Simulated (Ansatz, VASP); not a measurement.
TaN: VASP beside Ansatz

File INCAR:

```
SYSTEM = TaN
PREC     = Accurate       ! precision mode
ENCUT    = 520            ! plane-wave cutoff, eV
EDIFF    = 1E-6           ! SCF threshold, eV
ISMEAR   = 0              ! smearing method
SIGMA    = 0.15           ! smearing width, eV
LREAL    = .FALSE.        ! projectors in reciprocal space
LASPH    = .TRUE.         ! aspherical terms in the spheres
NELM     = 60             ! most SCF steps
ALGO     = Normal         ! electronic algorithm
ISIF     = 2              ! what is computed and relaxed
LWAVE    = .FALSE.        ! write WAVECAR
LCHARG   = .FALSE.        ! write CHGCAR
NBANDS   = 15             ! bands
```

KPOINTS

```
regular mesh
0
G
  18 18 18
  0 0 0
```

POSCAR

```
TaN
1.0
    0.0000000000      2.1375325951      2.1375325951
    2.1375325951      0.0000000000      2.1375325951
    2.1375325951      2.1375325951      0.0000000000
Ta N
1 1
Direct
    0.4978278253      0.5021721747      0.5021721747
    0.0280609990     -0.0280609990     -0.0280609990
```

Input for Ansatz:

```yaml
crystal:
  lattice:
    - [0.0, 2.1375325951, 2.1375325951]
    - [2.1375325951, 0.0, 2.1375325951]
    - [2.1375325951, 2.1375325951, 0.0]
  atoms:
    - { symbol: Ta, position: [0.4978278253, 0.5021721747, 0.5021721747] }
    - { symbol: "N", position: [0.028060999, -0.028060999, -0.028060999] }
basis:
  ecutwfc: 520.0
kpoints:
  mp_grid: { grid: [18, 18, 18] }
hamiltonian:
  xc: lda
  pseudopotentials: { kind: paw, azcp: { folder: soft_1 } }
scf:
  occupations: { method: gaussian, width: 0.15 }
output:
  forces: true
  stress: true
  eigenvalues: true
```

Change from the starting cell: mode 4 frozen in at -0.122 Å, equal normal strain along x, y and z -0.0167.

Alike in both runs: task single point; functional LDA; k mesh 18 × 18 × 18; occupations gaussian, width 0.15 eV; no spin polarisation.

|  | VASP | Ansatz |
| --- | --- | --- |
| version | VASP 6.6.1 | Ansatz 0.2.0 |
| potentials or method | VASP PAW LDA potentials, release 64 (Ta_pv, N) | scalar-relativistic, plane waves, PAW |
| plane-wave cutoff (eV) | 520 | 520 |
| valence electrons in the cell | 16 | 18 |

```csv
,VASP,Ansatz,Ansatz less VASP
gap on the k mesh at the Fermi level (eV),none,none,-
pressure (GPa),27.7,24.9,-2.80
largest component of the traceless stress (GPa),7.67,7.51,-0.164
rms of the force components (eV/Å),0.978,0.964,-0.0146
```

Atom by atom the forces differ by 0.015 eV/Å (rms over components). A gap of «none» marks a metal or a gap that the smearing closes. The two sets of potentials don't hold the same shells in valence. Ansatz warned: «pseudo_functional_mismatch».

Caveats: so large a pressure means that the cell lies far from this level's equilibrium, or that cutoff or potentials fall short (VASP); forces of over 1 eV/Å show positions far from the minimum, so gaps and moduli don't describe the material at rest. The runs have no spin-orbit coupling, so splittings on Ta are missing.
